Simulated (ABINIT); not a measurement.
The system is BAs.

```
As B
1.0
     0.00000    2.38850    2.38850
     2.38850    0.00000    2.38850
     2.38850    2.38850    0.00000
As B
1 1
Direct
  0.75000 0.75000 0.75000
  0.00000 0.00000 0.00000
```

Base run:

```yaml
Program: ABINIT 10.8.3 (patched build)
Functional: BLYP
Potentials_or_basis: JTH PAW PBE v2.0
Cutoff: 490 eV
k_mesh: 10 × 10 × 10
Occupations: fermi-dirac, width 0.05 eV
Spin: no spin polarisation
```

Its results: band gap on the k mesh 1.41 eV, indirect (least direct gap 3.37 eV); pressure 7.6 GPa.

Problem. After a change of settings the same cell gave: band gap on the k mesh 1.41 eV, indirect (least direct gap 3.59 eV); pressure -0.7 GPa. Which change was it?
A. functional from BLYP to PBEsol
B. functional from BLYP to PW91
C. functional from BLYP to r2SCAN
D. functional from BLYP to SCAN

Solution. D.

Caveats: the PAW data sets were made with another functional, which shifts forces and pressure a little.
